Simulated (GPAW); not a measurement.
# MoS2 (P-3m1) in GPAW: reference runs

Aim: a first look at MoS2 with PBE, on the cell as given and on a disturbed one.

Program: GPAW 26.7.0. These are calculated values, not measurements. Logs are shortened: lines on timing, memory, paths and dates and some standing lists are left out, and cuts for length are marked. The log counts tension as positive stress, the text compression.

### 1 Starting point

The structure is trigonal, space group P-3m1 (No. 164). Conventional cell: a = 3.227 Å, b = 3.227 Å, c = 6.312 Å, α = 90.00°, β = 90.00°, γ = 120.00°. Around Mo (site symmetry -3m) lie 6 S at 2.42 Å. S (site symmetry 3m) has 3 Mo at 2.42 Å as nearest neighbours.

Measurements of this composition are mostly on another form, of space group No. 194.

### 2 Single point, PBE

run.py

```python
from ase import Atoms
from ase.dft.bandgap import bandgap
from ase.io import write
from ase.units import Bohr, GPa
from gpaw import GPAW, PW
from gpaw.elf import elf_from_dft_calculation

atoms = Atoms(['Mo', 'S', 'S'],
              cell=[[3.2274645616, 0.0, 0.0],
                    [-1.6137322808, 2.7950663001, 0.0],
                    [0.0, 0.0, 6.31247342]],
              scaled_positions=[[0.0, 0.0, 0.5],
                                [0.6666666667, 0.3333333333, 0.74468068],
                                [0.3333333333, 0.6666666667, 0.25531932]],
              pbc=True)

calc = GPAW(mode=PW(600),
            xc='PBE',
            kpts={'size': (9, 9, 4), 'gamma': True},
            occupations={'name': 'fermi-dirac', 'width': 0.05},
            nbands=25,
            convergence={'density': 1e-05, 'energy': 1e-05},
            maxiter=150,
            txt='gpaw.txt')
atoms.calc = calc
energy = atoms.get_potential_energy()
forces = atoms.get_forces()
stress = atoms.get_stress()
calc.write('gs.gpw')
write('result.traj', atoms)
print(f'Energy: {energy:.6f} eV')
print('Forces (eV/A):')
print(forces.round(4))
print('Stress (GPa):', (stress / GPa).round(3))
print('Fermi level:', round(calc.get_fermi_level(), 4), 'eV')
print(f'Gap: {bandgap(calc)[0]:.4f} eV, direct: {bandgap(calc, direct=True)[0]:.4f} eV')

# fields on the real-space grid
write('density.cube', atoms, data=calc.get_pseudo_density() * Bohr**3)
write('potential.cube', atoms, data=calc.get_electrostatic_potential())
write('elf.cube', atoms, data=elf_from_dft_calculation(calc).data)
```

Potentials or basis: GPAW PAW data sets (gpaw-data 1.2.1), pw.

On the command line:

```bash
OMP_NUM_THREADS=1 python run.py
```

gpaw.txt:

```text
__  _  _
 | _ |_)|_||  |
 |__||  | ||/\| - 26.7.0

Input parameters:
  mode=PW(ecut=600.0),
  convergence={'density': 1e-05, 'energy': 1e-05},
  kpts=MonkhorstPack(size=(9, 9, 4), gamma=True),
  maxiter=150,
  nbands=25,
  occupations=Occupations(name='fermi-dirac', width=0.05),
  xc=XC(name='PBE')

Diagonalizing LCAO Hamiltonian
Converting LCAO to pw mode

            S

       Mo
         S

Atoms  # Å, Bohr magnetons
|   | symbol |         x |        y |        z |    initial magnetic moments |
|---|--------|-----------|----------|----------|-----------------------------|
| 0 |     Mo |  0.000000 | 0.000000 | 3.156237 | ( 0.0000,  0.0000,  0.0000) |
| 1 |      S |  1.613732 | 0.931689 | 4.700777 | ( 0.0000,  0.0000,  0.0000) |
| 2 |      S | -0.000000 | 1.863378 | 1.611696 | ( 0.0000,  0.0000,  0.0000) |

Unit cell  # Å
| periodic |         x |        y |        z |  lengths |     angles |
|----------|-----------|----------|----------|----------|------------|
|      yes |  3.227465 | 0.000000 | 0.000000 | 3.227465 |  90.000000 |
|      yes | -1.613732 | 2.795066 | 0.000000 | 3.227465 |  90.000000 |
|      yes |  0.000000 | 0.000000 | 6.312473 | 6.312473 | 120.000000 |

Number of symmetries: 12
Symmetry operations  # r_c * U_cc + t_c -> r_c
|    | kind |            matrix            |
|----|------|------------------------------|
|  0 |  σ   |  1, 1, 0,  0,-1, 0,  0, 0, 1 |
|  1 |  S6  |  1, 1, 0, -1, 0, 0,  0, 0,-1 |
|  2 |  E   |  1, 0, 0,  0, 1, 0,  0, 0, 1 |
|  3 |  C2  |  1, 0, 0, -1,-1, 0,  0, 0,-1 |
|  4 |  C2  |  0, 1, 0,  1, 0, 0,  0, 0,-1 |
|  5 |  C3  |  0, 1, 0, -1,-1, 0,  0, 0, 1 |
|  6 |  S6  |  0,-1, 0,  1, 1, 0,  0, 0,-1 |
|  7 |  σ   |  0,-1, 0, -1, 0, 0,  0, 0, 1 |
|  8 |  σ   | -1, 0, 0,  1, 1, 0,  0, 0, 1 |
|  9 |  i   | -1, 0, 0,  0,-1, 0,  0, 0,-1 |
| 10 |  C3  | -1,-1, 0,  1, 0, 0,  0, 0, 1 |
| 11 |  C2  | -1,-1, 0,  0, 1, 0,  0, 0,-1 |

BZ-sampling:
  Number of BZ points: 324
  Number of IBZ points: 43

  Monkhorst-Pack size: [9, 9, 4]
  Monkhorst-Pack shift: [0.0, 0.0, 0.125]

K-points  # in reciprocal-cell coordinates
|     |                                coordinates |     weight |
|-----|--------------------------------------------|------------|
|   0 | (  0.00000000,   0.00000000,   0.00000000) | 0.00308642 |
|   1 | (  0.00000000,   0.00000000,   0.25000000) | 0.00617284 |
|   2 | (  0.00000000,   0.00000000,   0.50000000) | 0.00308642 |
|   3 | (  0.11111111,   0.00000000,  -0.25000000) | 0.01851852 |
|   4 | (  0.11111111,   0.00000000,   0.00000000) | 0.01851852 |
|   5 | (  0.11111111,   0.00000000,   0.25000000) | 0.01851852 |
|   6 | (  0.11111111,   0.00000000,   0.50000000) | 0.01851852 |
|   7 | (  0.22222222,  -0.11111111,   0.00000000) | 0.01851852 |
|   8 | (  0.22222222,  -0.11111111,   0.25000000) | 0.03703704 |
|   9 | (  0.22222222,  -0.11111111,   0.50000000) | 0.01851852 |
| ... |                                            |            |
|  42 | (  0.44444444,   0.44444444,   0.50000000) | 0.01851852 |

Plane wave coefficients: 1934
Cutoff: 600.0 eV

Spin-components: 1 (collinear spins)
Bands:           25
Projectors:      16
Spin-degeneracy: 2
Datatype:        complex128

Parallelization:
  kpt:    1
  domain: 1
  band:   1

Density:
  Valence electrons: 26.0
  Components: 1
  Grid points: [20 20 36]
  Charge: 0.0  # |e|

Potential:
  Grid points: [20 20 36]

species:
  Mo:
    name:    Molybdenum
    Z:       42.0
    valence: 14
    core:    28
    charge:  0.0  # [|e|]
    compensation charges:
      type: gauss
      rc: 0.38  # [Å]
      lmax: 2
    cutoffs:
      filter: 2.16  # [Å]
      core: 1.42  # [Å]
    projectors
    | kind |    occ | energy [eV] | rcut [Å] |
    |------|--------|-------------|----------|
    |   4s |  2.000 |     -64.307 |    1.238 |
    |   5s |  1.000 |      -4.084 |    1.238 |
    |   4p |  6.000 |     -38.491 |    1.296 |
    |   5p |  0.000 |      -1.044 |    1.296 |
    |   4d |  5.000 |      -3.754 |    1.296 |
    |    d |        |      23.458 |    1.296 |

    Using partial waves for Mo as LCAO basis

  S:
    name:    Sulfur
    Z:       16.0
    valence: 6
    core:    10
    charge:  0.0  # [|e|]
    compensation charges:
      type: gauss
      rc: 0.24  # [Å]
      lmax: 2
    cutoffs:
      filter: 1.77  # [Å]
      core: 1.66  # [Å]
    projectors
    | kind |    occ | energy [eV] | rcut [Å] |
    |------|--------|-------------|----------|
    |   3s |  2.000 |     -17.254 |    0.974 |
    |   3p |  4.000 |      -7.008 |    0.979 |
    |    s |        |       9.957 |    0.974 |
    |    p |        |      20.203 |    0.979 |
    |    d |        |       0.000 |    0.900 |

    Using partial waves for S as LCAO basis

Reference energy: -131849.312427  # eV

eigensolver:
  PPCG
  Converge bands: occupied
  niter=2

density mixing:
  MSR1-Mixer
  Pratt-step length: 0.05
  Maximum mixing coefficient: 0.75
  Old densities: 10
  SVD Regularization: 0.005
  Good broyden scale: 1.0
  Trust region scale: 1.0
  Backstep threshold: 4.0
  History deletion threshold: 6.0
  Fourier metric: weight=20.0, sigma=0.015

occupation numbers:
  Fermi-Dirac:
    width: 0.0500  # eV

poisson solver:
  ecut: 4800.0  # eV

xc functional:
  name: PBE with 2 nearest neighbor stencil

convergence criteria:
- Maximum integral of absolute [dens]ity change: 1e-05 electrons / valence electron
- Maximum [total energy] change in last 3 cyles: 1e-05 eV / valence electron
- Maximum integral of absolute [eigenst]ate change: 4e-08 eV^2 / valence electron
maximum number of iterations: 150

SCF iterations
|iter     | |      energy | eigst |  dens |
|---------|-|-------------|-------|-------|
|iter:   1| |  -23.120156 | +0.37 |       |
|iter:   2| |  -22.445289 | -1.50 | -0.96 |
|iter:   3| |  -21.316067 | -1.22 | -1.04 |
|iter:   4| |  -21.294097 | -2.39 | -1.51 |
|iter:   5| |  -21.291203 | -2.82 | -1.74 |
|iter:   6| |  -21.287024 | -3.70 | -2.07 |
|iter:   7| |  -21.287004 | -4.51 | -2.76 |
|iter:   8| |  -21.286973c| -5.76 | -3.34 |
|iter:   9| |  -21.286974c| -7.12 | -4.08 |
|iter:  10| |  -21.286974c| -7.51c| -4.69 |
|iter:  11| |  -21.286974c| -8.22c| -5.58c|

Converged in 11 steps
Energy contributions relative to reference atoms: (reference = -131849.312427)

Energy contributions:
  Kinetic:          -1.499462
  Coulomb:          -4.738101
  Zero:             -0.094182
  External:          0.000000
  Xc:              -14.950802
  Entropy:          -0.008854
  Spinorbit:         0.000000
  ----------------------------
  Free energy:     -21.291401
  Extrapolated:    -21.286974

dipole moment: (-6.037270, -10.456859, 0.000002)  # |e|*Ang

Fermi level: 7.544
Eigenvalues  # (at kpt = [0.000, 0.000, 0.000])
| band index |      eig [eV] | occ [0-2] |
|------------|---------------|-----------|
|          0 |       -54.288 |     2.000 |
|        ... |               |           |
|          7 |         3.556 |     2.000 |
|          8 |         3.556 |     2.000 |
|          9 |         5.722 |     2.000 |
|         10 |         6.503 |     2.000 |
|         11 |         6.601 |     2.000 |
|         12 |         6.601 |     2.000 |
[... 8 lines left out ...]
|         21 |        17.717 |     0.000 |
|         22 |        20.361 |     0.000 |
|        ... |               |           |
|         24 |        20.438 |     0.000 |

No gap
No difference between direct/indirect transitions

Forces  # eV/Ang
|       x |        y |        z |
|---------|----------|----------|
| 0.00000 |  0.00000 |  0.00000 |  # Mo   0
| 0.00000 | -0.00000 |  0.28797 |  # S    1
| 0.00000 |  0.00000 | -0.28797 |  # S    2

Stress tensor  # eV/Ang^3
|         x |         y |         z |
|-----------|-----------|-----------|
| -0.000466 |  0.000000 |  0.000000 |
|  0.000000 | -0.000466 |  0.000000 |
|  0.000000 |  0.000000 | -0.018412 |

# Writing to gs.gpw (mode='')
```

Run time: 36 s. Hardware: 1 thread of Arm Neoverse V1, shared host; peak memory 0.19 GiB.

What came out:

```yaml
Free_energy: -21.2914 eV
Pressure: 1.0 GPa
Largest_force: 0.288 eV/Å
Band_gap_on_the_k_mesh: none (metal or under the smearing width)
```

Forces on the atoms (eV/Å):
```
Mo   0.000  0.000  0.000
S    0.000  0.000  0.288
S    0.000  0.000 -0.288
```

Levels at points of the mesh, in eV from the Fermi level:
```tsv
k point	band 11	band 12	band 13	band 14	band 15	band 16
(0.00, 0.00, 0.00)	-1.04	-0.94	-0.94	-0.31	-0.31	3.18
(0.00, 0.00, 0.50)	-0.95	-0.95	-0.38	-0.38	-0.06	3.34
```

Caveat: this functional lacks dispersion, which binds the layers, so the pressure and a relaxed spacing across them are unreliable.

### 3 Single point, PBE (atoms moved at random, drawn with an rms of 0.05 Å)

run.py

```python
from ase.dft.bandgap import bandgap
from ase.io import read, write
from ase.units import GPa
from gpaw import GPAW, PW

atoms = read('POSCAR')

calc = GPAW(mode=PW(600),
            xc='PBE',
            kpts={'size': (9, 9, 4), 'gamma': True},
            occupations={'name': 'fermi-dirac', 'width': 0.05},
            nbands=25,
            convergence={'density': 1e-05, 'energy': 1e-05},
            maxiter=150,
            txt='gpaw.txt')
atoms.calc = calc
energy = atoms.get_potential_energy()
forces = atoms.get_forces()
stress = atoms.get_stress()
calc.write('gs.gpw')
write('result.traj', atoms)
print(f'Energy: {energy:.6f} eV')
print('Forces (eV/A):')
print(forces.round(4))
print('Stress (GPa):', (stress / GPa).round(3))
print('Fermi level:', round(calc.get_fermi_level(), 4), 'eV')
print(f'Gap: {bandgap(calc)[0]:.4f} eV, direct: {bandgap(calc, direct=True)[0]:.4f} eV')
```

POSCAR

```
MoS2
1.0
    3.2274645616      0.0000000000      0.0000000000
   -1.6137322808      2.7950663001      0.0000000000
    0.0000000000      0.0000000000      6.3124734200
Mo S
1 2
Direct
   -0.0059710000     -0.0182670000      0.4992970000
    0.6556410000      0.3222370000      0.7482370000
    0.3338080000      0.6868770000      0.2525640000
```

Potentials or basis: GPAW PAW data sets (gpaw-data 1.2.1), pw.

On the command line:

```bash
OMP_NUM_THREADS=1 python run.py
```

gpaw.txt:

```text
__  _  _
 | _ |_)|_||  |
 |__||  | ||/\| - 26.7.0

Input parameters:
  mode=PW(ecut=600.0),
  convergence={'density': 1e-05, 'energy': 1e-05},
  kpts=MonkhorstPack(size=(9, 9, 4), gamma=True),
  maxiter=150,
  nbands=25,
  occupations=Occupations(name='fermi-dirac', width=0.05),
  xc=XC(name='PBE')

Diagonalizing LCAO Hamiltonian
Converting LCAO to pw mode

            S

       Mo
         S

Atoms  # Å, Bohr magnetons
|   | symbol |         x |         y |        z |    initial magnetic moments |
|---|--------|-----------|-----------|----------|-----------------------------|
| 0 |     Mo |  0.010207 | -0.051057 | 3.151799 | ( 0.0000,  0.0000,  0.0000) |
| 1 |      S |  1.596054 |  0.900674 | 4.723226 | ( 0.0000,  0.0000,  0.0000) |
| 2 |      S | -0.031082 |  1.919867 | 1.594304 | ( 0.0000,  0.0000,  0.0000) |

Unit cell  # Å
| periodic |         x |        y |        z |  lengths |     angles |
|----------|-----------|----------|----------|----------|------------|
|      yes |  3.227465 | 0.000000 | 0.000000 | 3.227465 |  90.000000 |
[... 161 lines left out ...]
  Coulomb:          -3.323392
  Zero:             -0.088110
  External:          0.000000
  Xc:              -14.602407
  Entropy:          -0.008819
  Spinorbit:         0.000000
  ----------------------------
  Free energy:     -21.265346
  Extrapolated:    -21.260936

dipole moment: (6.000086, 9.927996, 0.002517)  # |e|*Ang

Fermi level: 7.549
Eigenvalues  # (at kpt = [0.000, 0.000, 0.000])
| band index |      eig [eV] | occ [0-2] |
|------------|---------------|-----------|
|          0 |       -54.280 |     2.000 |
|        ... |               |           |
|          7 |         3.645 |     2.000 |
|          8 |         3.725 |     2.000 |
|          9 |         5.755 |     2.000 |
|         10 |         6.366 |     2.000 |
|         11 |         6.510 |     2.000 |
|         12 |         6.584 |     2.000 |
[... 8 lines left out ...]
|         21 |        17.765 |     0.000 |
|         22 |        19.999 |     0.000 |
|        ... |               |           |
|         24 |        20.312 |     0.000 |

No gap
No difference between direct/indirect transitions

Forces  # eV/Ang
|        x |        y |        z |
|----------|----------|----------|
| -0.25867 |  0.37855 |  0.26571 |  # Mo   0
|  0.05245 |  0.13213 | -0.12323 |  # S    1
|  0.20622 | -0.51069 | -0.14248 |  # S    2

Stress tensor  # eV/Ang^3
|         x |         y |         z |
|-----------|-----------|-----------|
| -0.000633 |  0.002690 |  0.004116 |
|  0.002690 |  0.011172 | -0.017139 |
|  0.004116 | -0.017139 | -0.004066 |

# Writing to gs.gpw (mode='')
```

stdout:

```text
Energy: -21.260936 eV
Forces (eV/A):
[[-0.2587  0.3785  0.2657]
 [ 0.0525  0.1321 -0.1232]
 [ 0.2062 -0.5107 -0.1425]]
Stress (GPa): [-0.101  1.79  -0.651 -2.746  0.659  0.431]
Fermi level: 7.5487 eV
Gap: 0.0000 eV, direct: 0.0000 eV
```

It took 2.3 min on 1 thread of Arm Neoverse V1, shared host; peak memory 0.34 GiB.

Results:

```yaml
Free_energy: -21.2653 eV
Pressure: -0.3 GPa
Largest_force: 0.569 eV/Å
Band_gap_on_the_k_mesh: none (metal or under the smearing width)
```

Forces on the atoms (eV/Å):
```
Mo  -0.259  0.379  0.266
S    0.052  0.132 -0.123
S    0.206 -0.511 -0.142
```

Levels at points of the mesh, in eV from the Fermi level:
| k point | band 10 | band 11 | band 12 | band 13 | band 14 | band 15 | band 16 | band 17 |
| --- | --- | --- | --- | --- | --- | --- | --- | --- |
| (0.00, 0.00, 0.00) | -1.79 | -1.18 | -1.04 | -0.96 | -0.16 | -0.09 | 2.93 | 3.21 |
| (0.00, 0.00, 0.50) | -3.50 | -1.10 | -0.98 | -0.32 | -0.20 | 0.00 | 3.10 | 3.35 |
